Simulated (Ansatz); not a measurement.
Ansatz input

```yaml
crystal:
  lattice:
    - [0.0, 2.5243528185, 2.5243528185]
    - [2.5243528185, 0.0, 2.5243528185]
    - [2.5243528185, 2.5243528185, 0.0]
  atoms:
    - { symbol: Tl, position: [0.0, 0.0, 0.0] }
hamiltonian:
  xc: rpbe
  pseudopotentials:
    kind: paw
    azcp:
      Tl: "pseudopotentials/Tl.paw.azcp"
basis:
  ecutwfc: 420
  fft_grid_basis: typed
kpoints:
  mp_grid: { grid: [12, 12, 12], shift: [0, 0, 0] }
magnetization:
  spin_polarized: false
scf:
  occupations: { method: fermi_dirac, width: 0.1 }
  lower_state_search: "off"
output:
  stress: true
  write_density: true
  write_potential: true
  elf: true
  volumetric_format: npy
```

Terminal output

```
Engine: ansatz 0.2.0, aarch64-unknown-linux-gnu
Pseudopotentials: kind: paw
Pseudopotential: Tl, paw, valence charge 13, recommended cutoff 420 eV (normal) 
Functional definition: RPBE
  parameter kappa = 0.804
  parameter beta = 0.06672455060314922
  exchange = rpbe_x(kappa = kappa, mu = beta*pi^2/3)
  correlation = pbe_c(beta = beta)
Crystal: 1 atoms, lattice volume = 32.172 Å³
Basis set: ecut = 420 eV, 609 PW (Γ)
Bands: 11, of which v1, the nominal top of the filled ones, is band 7 counted from 1 (6 counted from 0)
Symmetry: 48 space group operations
Space group: Fm-3m (ITA 225), of the structure as read, at distance tolerance 3.2e-5 Å
k-points: 72 of 1728
Non-local potential: Tl, projectors of the file, l = 0: 2, l = 1: 2, l = 2: 2, l = 3: 1
PAW form: soft (Blöchl's): semilocal exchange-correlation on the pseudo side does not see the compensation charge
PAW frozen core: Tl, regenerated for the run's functional, and the local potential with it (the file was generated under x = pbe(κ = 0.804, μ = 0.2195149727645171), c = pbe(β = 0.06672455060314922))
PAW one-centre angular grid: Tl, 590 points (default); XC on 64 Gauss nodes
Initial density: superposition of atomic densities (neutral atoms: chi_scale 0, normalization atom), corrected by the library's trained network
Initial wavefunctions: pseudopotential atomic-orbital guess
Functional: x = rpbe, c = pbe(β = 0.06672455060314922)
SCF iter   1: F=—  HF=-11459.098336 eV  |F-HF|=—  |Δ(HF+E_count)|=         —  Δρ=1.79e-3  dr2=1.17e-3  ethr=1.77e-3  ⟨swp⟩=5.3  Hψ=4998  notcnv=0
SCF iter   2: F=—  HF=-11459.097445 eV  |F-HF|=—  |Δ(HF+E_count)|=   8.91e-4  Δρ=9.06e-4  dr2=2.57e-4  ethr=9.01e-6  ⟨swp⟩=2.5  Hψ=1803  notcnv=0
SCF iter   3: F=—  HF=-11459.097389 eV  |F-HF|=—  |Δ(HF+E_count)|=   5.65e-5  Δρ=1.57e-4  dr2=1.05e-5  ethr=1.97e-6  ⟨swp⟩=2.2  Hψ=1193  notcnv=0
SCF iter   4: F=—  HF=-11459.097396 eV  |F-HF|=—  |Δ(HF+E_count)|=   6.87e-6  Δρ=6.73e-5  dr2=1.18e-6  ethr=8.11e-8  ⟨swp⟩=2.2  Hψ=1223  notcnv=0
iter 5 did not close the SCF: its close was put off for the readings that it lacked (scf_convergence_deferred on its scf_iter line)
SCF iter   5: F=-11459.097396 eV  HF=-11459.097396 eV  |F-HF|=2.51e-8  |Δ(HF+E_count)|=   7.11e-7  Δρ=1.16e-5  dr2=4.81e-8  ethr=9.10e-9  ⟨swp⟩=2.1  Hψ=918  notcnv=0
SCF iter   6: F=-11459.097396 eV  HF=-11459.097396 eV  |F-HF|=9.46e-11  |Δ(HF+E_count)|=   2.94e-8  Δρ=1.25e-6  dr2=6.56e-10  ethr=3.70e-10  ⟨swp⟩=5.7  Hψ=4185  notcnv=0
SCF 1 converged in 6 iterations: F = -11459.097396 eV  dr2 = 6.56e-10
SCF converged after 6 iterations
Free energy (F): -11459.097396 eV
Harris-Foulkes:  -11459.097396 eV  (|F-HF|=9.46e-11)
Internal energy: -11459.075003 eV  (E = F + TS)
E sigma→0 (E₀):  -11459.086200 eV
Entropy (-TS):   -0.022394 eV (-22.394 meV/atom)
Fermi energy:    8.944716 eV
--- Per-component energies (eV) ---
  E_band       = -9.889220
  E_kinetic    = 333.181450
  E_local      = -942.984007  (includes V_loc(G=0)·N_el)
  E_nonlocal   = 316.797927
  E_hartree    = 348.446561
  E_xc         = -230.875229
  E_vxc        = -141.416021  (∫ρ·V_xc dr)
  E_paw        = -10178.759950  (= ΣΔE_a)
  E_vpaw       = -272.361780  (= ΣTr[D̂ρ^β])
  E_aug_tail   = 0.000033  (compensation charges beyond the density's cutoff)
  E_ewald      = -1104.980806
  E_core_change = 0.099018  (= ΣΔE_core)
  E_smearing   = -0.022394  (= −TS)
  E_closure    = -0.000000  (closes the sum)
  Σ components = -11459.097396   (vs F -11459.097396, Δ=0.00e0)
--- Stress (GPa, compression-positive) ---
        0.909260       0.000000      -0.000000
        0.000000       0.909260       0.000000
       -0.000000       0.000000       0.909260
  P = ⅓ Tr σ = 0.9093 GPa (9.093 kbar)
--- Band table (eV; the first three rows and the last of 72) ---
  k-point 0: bands = ["-2.5763", "-2.5763", "-2.5763", "-2.3762", "-2.3762", "-0.3017", "18.2885", "18.2885", "18.2885", "19.7113", "21.8525"]
  k-point 1: bands = ["-2.5793", "-2.5626", "-2.5626", "-2.3778", "-2.3778", "-0.1683", "16.7506", "18.1301", "18.1301", "19.5538", "22.4072"]
  k-point 2: bands = ["-2.5928", "-2.5357", "-2.5357", "-2.3711", "-2.3711", "0.2378", "14.2043", "17.7424", "17.7424", "19.3817", "22.5689"]
  k-point 71: bands = ["-2.5990", "-2.5172", "-2.5172", "-2.3244", "-2.1445", "5.1984", "9.4612", "9.4612", "11.0218", "21.2990", "22.4203"]
```
